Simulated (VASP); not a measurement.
# 2H-WSe2 monolayer and its bilayer, part 3 of 9

Aim: relax 2H-WSe2 monolayer, place its levels against the vacuum, then find how two sheets stack and bind.

VASP 6.6.1, plane waves and PAW; the level of theory is named at each step.

So far. Step 2 (Relaxing the monolayer): The run ended after 3 ionic steps, 0.009 eV below its first step, once forces and stress met EDIFFG = -0.015. Step 3 (A second relaxation): The start already met the threshold, so nothing moved.

### Step 4. Vacuum level and density of states

Level of this step: r2SCAN with rVV10, no spin polarisation; plane waves and PAW (W, Se) (VASP).

A static run writes the electrostatic potential without exchange and correlation (LVHAR), which is flat in the vacuum and gives the level to count from. The dipole correction cancels the field that unlike faces would set up across the vacuum.

INCAR reads:

```
SYSTEM = WSe2
PREC = Normal
ENCUT = 350
EDIFF = 1E-06
NELM = 120
ISMEAR = 0
SIGMA = 0.03
LREAL = .FALSE.
ALGO = Normal
METAGGA = R2SCAN
LUSE_VDW = .TRUE.
IVDW_NL = 2
BPARAM = 11.95
CPARAM = 0.0093
LASPH = .TRUE.
NBANDS = 15
LORBIT = 11
LWAVE = .FALSE.
LCHARG = .TRUE.
IDIPOL = 3
LDIPOL = .TRUE.
DIPOL = 0.5 0.5 0.5
LVHAR = .TRUE.
LVACPOTAV = .TRUE.
NEDOS = 1500
LELF = .TRUE.
```

POSCAR reads:

```
WSe2
1.0
    3.2949711325      0.0000000000      0.0000000000
   -1.6474855662      2.8535287055      0.0000000000
    0.0000000000      0.0000000000     22.0000000000
W Se
1 2
Direct
    0.3333333333      0.6666666667      0.5000000000
    0.6666666667      0.3333333333      0.4243580650
    0.6666666667      0.3333333333      0.5756419350
```

KPOINTS reads:

```
Automatic mesh
0
Gamma
12 12 1
0 0 0
```

KPOINTS_OPT reads:

```
Line mode
14
Line-mode
Reciprocal
  0.00000000   0.00000000   0.00000000 GAMMA
  0.50000000   0.00000000   0.00000000 M

  0.50000000   0.00000000   0.00000000 M
  0.33333333   0.33333333   0.00000000 K

  0.33333333   0.33333333   0.00000000 K
  0.00000000   0.00000000   0.00000000 GAMMA
```

PAW data sets: W and Se (PBE family, release 64).

The run is started by

```bash
$ mpirun -np 4 vasp_std
```

What it wrote:

```text
[banner, memory and clock lines left out]
running    4 mpi-ranks, on    1 nodes
 distrk:  each k-point on    4 cores,    1 groups
 distr:  one band on    1 cores,    4 groups

 POSCAR found type information on POSCAR W Se
 POSCAR found :  2 types and       3 ions
 [... a notice as in an earlier step ...]

 [... a notice as in an earlier step ...]

 LDA part: xc-table for (None), standard interpolation
|                                                                             |
|           W    W    AA    RRRRR   N    N  II  N    N   GGGG   !!!           |
|           W    W   A  A   R    R  NN   N  II  NN   N  G    G  !!!           |
|           W    W  A    A  R    R  N N  N  II  N N  N  G       !!!           |
|           W WW W  AAAAAA  RRRRR   N  N N  II  N  N N  G  GGG   !            |
|           WW  WW  A    A  R   R   N   NN  II  N   NN  G    G                |
|           W    W  A    A  R    R  N    N  II  N    N   GGGG   !!!           |
|                                                                             |
|     The number of bands has been changed from the values supplied in        |
|     The orbitals not found in the WAVECAR file will be initialized with     |
|     random numbers, which is usually adequate. For correlated               |
|     calculations, however, you should redo the groundstate calculation.     |
|     I found NBANDS = 15. Now, NBANDS = 16.                                  |
|                                                                             |

 POSCAR, INCAR and KPOINTS ok, starting setup
 FFT: planning ... GRIDC
 FFT: planning ... GRID_SOFT
 FFT: planning ... GRID
 WAVECAR not read
 entering main loop
       N       E                     dE             d eps       ncg     rms          rms(c)
Total rVV10 correction in eV:      0.5452599    25.4157834
DAV:   1     0.454344313112E+02    0.45434E+02   -0.49832E+03   608   0.605E+02
DAV:   2    -0.730092856220E+02   -0.11844E+03   -0.11043E+03   952   0.147E+02
DAV:   3    -0.837692165228E+02   -0.10760E+02   -0.10682E+02   856   0.537E+01
DAV:   4    -0.839198016967E+02   -0.15059E+00   -0.15045E+00   720   0.785E+00
DAV:   5    -0.839224147177E+02   -0.26130E-02   -0.26123E-02   840   0.917E-01    0.209E+01
Total rVV10 correction in eV:      0.5451936    25.4163371
DAV:   6    -0.814434394369E+02    0.24790E+01   -0.28907E+00   872   0.117E+01    0.896E+00
Total rVV10 correction in eV:      0.5390781    25.4188474
DAV:   7    -0.813948724016E+02    0.48567E-01   -0.13425E+00   800   0.926E+00    0.621E+00
Total rVV10 correction in eV:      0.5408677    25.4189050
DAV:   8    -0.812835912530E+02    0.11128E+00   -0.22770E-01   800   0.407E+00    0.655E-01
Total rVV10 correction in eV:      0.5430427    25.4184678
DAV:   9    -0.812902205592E+02   -0.66293E-02   -0.29794E-02   704   0.120E+00    0.718E-01
Total rVV10 correction in eV:      0.5451626    25.4183094
DAV:  10    -0.812922490921E+02   -0.20285E-02   -0.57086E-03   744   0.457E-01    0.166E-01
Total rVV10 correction in eV:      0.5455545    25.4181315
DAV:  11    -0.812926257754E+02   -0.37668E-03   -0.31652E-04   848   0.129E-01    0.193E-01
Total rVV10 correction in eV:      0.5471097    25.4174982
DAV:  12    -0.812938123623E+02   -0.11866E-02   -0.91229E-04   664   0.186E-01    0.692E-02
Total rVV10 correction in eV:      0.5469393    25.4174678
DAV:  13    -0.812937317040E+02    0.80658E-04   -0.65119E-05   632   0.564E-02    0.258E-02
Total rVV10 correction in eV:      0.5480239    25.4166297
DAV:  14    -0.812945640161E+02   -0.83231E-03   -0.37104E-04   616   0.103E-01    0.340E-02
Total rVV10 correction in eV:      0.5483526    25.4163815
DAV:  15    -0.812947119928E+02   -0.14798E-03   -0.34919E-05   712   0.364E-02    0.302E-02
Total rVV10 correction in eV:      0.5486500    25.4159984
DAV:  16    -0.812949510982E+02   -0.23911E-03   -0.12620E-04   624   0.613E-02    0.846E-03
Total rVV10 correction in eV:      0.5486642    25.4159319
DAV:  17    -0.812950047417E+02   -0.53644E-04   -0.11211E-05   736   0.176E-02    0.359E-03
Total rVV10 correction in eV:      0.5486876    25.4158145
DAV:  18    -0.812950787094E+02   -0.73968E-04   -0.26301E-05   696   0.248E-02    0.312E-03
Total rVV10 correction in eV:      0.5486863    25.4157913
DAV:  19    -0.812950903990E+02   -0.11690E-04   -0.20122E-06   704   0.568E-03    0.239E-03
Total rVV10 correction in eV:      0.5486829    25.4157823
DAV:  20    -0.812950959746E+02   -0.55756E-05   -0.41714E-07   616   0.472E-03    0.853E-04
Total rVV10 correction in eV:      0.5486816    25.4157829
DAV:  21    -0.812950958552E+02    0.11940E-06   -0.20325E-07   584   0.379E-03
|                                                                             |
|           W    W    AA    RRRRR   N    N  II  N    N   GGGG   !!!           |
|           W    W   A  A   R    R  NN   N  II  NN   N  G    G  !!!           |
|           W    W  A    A  R    R  N N  N  II  N N  N  G       !!!           |
|           W WW W  AAAAAA  RRRRR   N  N N  II  N  N N  G  GGG   !            |
|           WW  WW  A    A  R   R   N   NN  II  N   NN  G    G                |
|           W    W  A    A  R    R  N    N  II  N    N   GGGG   !!!           |
|                                                                             |
|     Did not find any points to average over, which means that no vacuum     |
|     field-free region was found. Please increase the size of  your cell     |
|     in the dimension of the dipole correction to obtain accurate            |
|     workfunction values.                                                    |
|                                                                             |

Total rVV10 correction in eV:      0.5486799    25.4157854
Total rVV10 correction in eV:      0.5486815    25.4157833
   1 F= -.81295096E+02 E0= -.81295096E+02  d E =-.271809E-12
 Start KPOINTS_OPT (optional k-point list driver)
k-point batch [1-19\42]
       N       E                     dE             ncg
DAV:   1    -0.305332831540E+03   -0.63940E+04      608
DAV:   2    -0.247614851256E+04   -0.21708E+04      992
DAV:   3    -0.267230210522E+04   -0.19615E+03      864
DAV:   4    -0.267500910519E+04   -0.27070E+01      688
DAV:   5    -0.267505949930E+04   -0.50394E-01      832
DAV:   6    -0.267506113920E+04   -0.16399E-02      768
DAV:   7    -0.267506121626E+04   -0.77059E-04      912
DAV:   8    -0.267506121929E+04   -0.30257E-05      672
DAV:   9    -0.267506121939E+04   -0.10027E-06      584
[...]
k-point batch [39-42\42]
       N       E                     dE             ncg
DAV:   1     0.674915419740E+04   -0.19085E+03      128
DAV:   2     0.636788464967E+04   -0.38127E+03      184
DAV:   3     0.632129551335E+04   -0.46589E+02      192
DAV:   4     0.632051882868E+04   -0.77668E+00      128
DAV:   5     0.632049651368E+04   -0.22315E-01      192
DAV:   6     0.632049611938E+04   -0.39430E-03      144
DAV:   7     0.632049609712E+04   -0.22251E-04      208
DAV:   8     0.632049609676E+04   -0.36764E-06      128
```

It took 50 s on 4 MPI ranks of AMD EPYC 9R45, shared host; peak memory 0.66 GiB.

From OUTCAR (step 4):

```text
The static configuration has the point symmetry D_3h.

 Found     19 irreducible k-points:

   k-points           NKPTS =     19   k-points in BZ     NKDIM =     19   number of bands    NBANDS=     16

   NELECT =      18.0000    total number of electrons

 E-fermi :  -2.2383

 k-point     2 :       0.0833   -0.0000    0.0000
  band No.  band energies     occupation
    ...
      5      -4.9120      2.00000
      6      -4.7868      2.00000
      7      -3.8915      2.00000
      8      -3.6471      2.00000
      9      -2.7287      2.00000
     10       0.5413      0.00000
     11       0.5686      0.00000
     12       0.8187      0.00000
     13       0.9680      0.00000
     14       2.8019      0.00000
    ...

 k-point     3 :       0.1667   -0.0000    0.0000
  band No.  band energies     occupation
    ...
      5      -5.4757      2.00000
      6      -4.4977      2.00000
      7      -4.3197      2.00000
      8      -3.7626      2.00000
      9      -2.9232      2.00000
     10      -0.0446      0.00000
     11       0.4089      0.00000
     12       0.4977      0.00000
     13       1.3885      0.00000
     14       3.2466      0.00000
    ...

  Total        0.0184702      0.0184702     -0.0305497      0.0000000      0.0000000     -0.0000000
  in kB        0.1430628      0.1430628     -0.2366253      0.0000000      0.0000000     -0.0000000
  external PRESSURE =       0.0165001 kB  Pullay stress =       0.0000000 kB

 POSITION                                       TOTAL-FORCE (eV/Angst)
 -----------------------------------------------------------------------------------
     -0.00000      1.90235     11.00000         0.000000      0.000000      0.000000
      1.64749      0.95118      9.33588         0.000000      0.000000     -0.010519
      1.64749      0.95118     12.66412        -0.000000     -0.000000      0.010519
 -----------------------------------------------------------------------------------
    total drift:                               -0.000000      0.000000      0.000000

  FREE ENERGIE OF THE ION-ELECTRON SYSTEM (eV)
  ---------------------------------------------------
  free  energy   TOTEN  =       -81.2950958552 eV

  energy  without entropy=      -81.2950958552  energy(sigma->0) =      -81.29509586

 vacuum level on the upper side and lower side of the slab         2.980         2.980

[... 11 parts as in an earlier step ...]

[... 3 further parts left out ...]
```

Numbers from this step:

* Fermi energy: -2.238 eV
* least gap on mesh and path: 1.708 eV
* least direct gap on mesh and path: 1.708 eV
* vacuum levels: 2.98, 2.98 eV
* ionisation potentials of the upper and lower face: 5.354, 5.354 eV
* electron affinities of the upper and lower face: 3.646, 3.646 eV

Electronic bands along the path, in eV, zero at the valence-band top; v1 is the highest filled band, c1 the lowest empty one:

| point | v4 | v3 | v2 | v1 | c1 | c2 | c3 | c4 |
| --- | --- | --- | --- | --- | --- | --- | --- | --- |
| Γ | -2.27 | -1.33 | -1.33 | -0.32 | 3.16 | 3.16 | 3.33 | 3.33 |
| 0.54 of the way | -2.53 | -1.81 | -1.63 | -1.05 | 2.16 | 2.52 | 3.16 | 4.26 |
| M | -3.18 | -2.25 | -1.03 | -1.02 | 2.54 | 2.93 | 4.09 | 4.67 |
| 0.46 of the way | -3.42 | -2.67 | -2.25 | -0.43 | 2.35 | 3.18 | 3.69 | 4.64 |
| K | -3.93 | -3.46 | -2.47 | 0.00 | 1.71 | 3.06 | 3.75 | 5.30 |
| 0.46 of the way | -3.45 | -2.27 | -1.47 | -0.82 | 1.87 | 2.67 | 2.91 | 4.58 |
| Γ | -2.27 | -1.33 | -1.33 | -0.32 | 3.16 | 3.16 | 3.33 | 3.33 |

Of the projections kept (W, Se), the largest for each band there; the rest of the weight can lie on other orbitals:

| point | v4 | v3 | v2 | v1 | c1 | c2 | c3 | c4 |
| --- | --- | --- | --- | --- | --- | --- | --- | --- |
| Γ | Se 0.88 | W 0.62 | W 0.62 | W 0.82 | Se 0.55 | Se 0.55 | Se 0.62 | Se 0.62 |
| M | W 0.57 | Se 0.69 | W 0.74 | Se 0.80 | W 0.96 | W 0.92 | W 0.60 | W 0.58 |
| K | Se 0.61 | Se 0.80 | Se 0.60 | W 0.83 | W 0.95 | W 0.72 | W 0.81 | W 0.70 |
| Γ | Se 0.88 | W 0.62 | W 0.62 | W 0.82 | Se 0.55 | Se 0.55 | Se 0.62 | Se 0.62 |

Zero at the Fermi level. Planar average of the electrostatic potential against height:

```csv
height (Å),planar average of the electrostatic potential (eV)
0,5.22
1,5.22
2,5.22
3,5.22
4,5.22
5,5.22
6,5.22
7,5.17
8,4.24
9,-8.52
10,-6.58
11,-8.77
12,-6.58
13,-8.52
14,4.24
15,5.17
16,5.22
17,5.22
18,5.22
19,5.22
20,5.22
21,5.22
```

Density of states in the PAW spheres, an atom over height of the layer and energy from the Fermi level.

Ten even steps from '_' (0.00 states/eV) to '@' (1.55 states/eV), each cell a mean:
```
______
______
__--__
..@@..
..**..
::--::
==**==
==**==
::==::
::==::
--**--
::--::
--++--
--++--
......
::==::
::==::
..::..
__..__
______
______
______
```
Columns: height of the layer (Å) from 9.3 to 12.7; rows upwards: energy from the Fermi level (eV) from -7.9 to 0.5.

Valence density in the ca plane at fractional y = 0.333, with atoms of Se within 0.2 Å of it. It is the smooth field of the valence electrons, not physical close to the nuclei.

Ten even steps from '0' (-0.02 e/Å³) to '9' (0.85 e/Å³), each cell a mean:
```
00000000000000000247886433468874200000000000
00000000000000001489788533488798410000000000
00000000000000001596058532585059510000000000
00000000000000001497378533587379410000000000
00000000000000001368897433479886310000000000
00000000000000000134664433445653100000000000
00000000000000000012233344333221000000000000
00000000000000000011222344322211000000000000
00000000000000000113343344334432100000000000
```
Columns run along c (16.0 Å, from fractional 0.10 to 0.83 of the cell), rows up along a (3.3 Å). Atoms in or near the plane, at fractional coordinates: Se at (0.42, 0.67), Se at (0.58, 0.67).

ELF in the ca plane at fractional y = 0.333, with atoms of Se within 0.2 Å of it. It is the smooth field of the valence electrons, not physical close to the nuclei.

Values, 5 rows by 16 columns, each cell a mean:
```
0.00 0.00 0.00 0.00 0.05 0.47 0.86 0.80 0.49 0.47 0.79 0.86 0.49 0.05 0.01 0.00
0.00 0.00 0.00 0.02 0.11 0.66 0.91 0.60 0.49 0.47 0.60 0.91 0.67 0.11 0.02 0.00
0.00 0.00 0.00 0.00 0.09 0.47 0.85 0.79 0.49 0.47 0.79 0.86 0.49 0.09 0.00 0.00
0.00 0.00 0.00 0.00 0.01 0.07 0.31 0.46 0.25 0.25 0.46 0.32 0.07 0.00 0.00 0.00
0.00 0.00 0.00 0.01 0.01 0.06 0.29 0.44 0.25 0.24 0.44 0.29 0.06 0.00 0.00 0.00
```
Columns run along c (16.0 Å, from fractional 0.10 to 0.83 of the cell), rows up along a (3.3 Å). Atoms in or near the plane, at fractional coordinates: Se at (0.42, 0.67), Se at (0.58, 0.67).

The map of layer states is cut here 0.5 eV above the Fermi level, so it leaves out the states above that.

The vacuum level lies 5.35 eV above the highest filled level at the upper face; both faces agree, as the slab has next to no dipole.

The program found no field-free point at its default tolerance, but its printed level agrees with the flat part of the planar average.

(Part 3 of 9 ends here.)

[Lines on the potential files, build, host, timing and source positions are cut from VASP's logs without a mark.]

[Logs are printed without paths, hosts, clocks, repeated set-up lines and the standing remarks that a program may print on its own settings, such as how far it seeks lower states.]

[Hosts, paths, dates, database ids (printed as entryN), source tags and the programs' standing remarks are cut or masked in the printed files.]

[Runs that stopped without an error message from VASP are left out.]
